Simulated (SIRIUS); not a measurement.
The system is Sc.

```
Sc
1.0
     3.20196    0.00000    0.00000
     1.50211    2.84414    0.00000
     1.54899    0.92645    2.67418
Sc
1
Cartesian
  0.0000 0.0000 0.0000
```

This isn't the form of Sc at room conditions, which is hcp.

| Quantity | Value |
| --- | --- |
| Program | SIRIUS 7.12.0 |
| Task | single point |
| Functional | PBE |
| Potentials or basis | all-electron FP-LAPW |
| Cutoff | 183 eV |
| Basis | apw+lo standard |
| k mesh | 10 × 10 × 10 |
| Occupations | fermi-dirac, width 0.05 eV |
| Spin | no spin polarisation |

On this cell: band gap on the k mesh none (metal or under the smearing width).

The same run follows on a disturbed copy (cell strained at random):

```
Sc
1.0
     3.15963    0.00060   -0.02898
     1.48278    2.79319    0.06735
     1.50448    0.98616    2.77450
Sc
1
Cartesian
  0.0171 -0.0196 -0.0365
```

**Question.** What does the disturbed cell give?

**Answer.** The energy (extrapolated to zero smearing) moves by +12.9 meV/atom; band gap on the k mesh none (metal or under the smearing width).
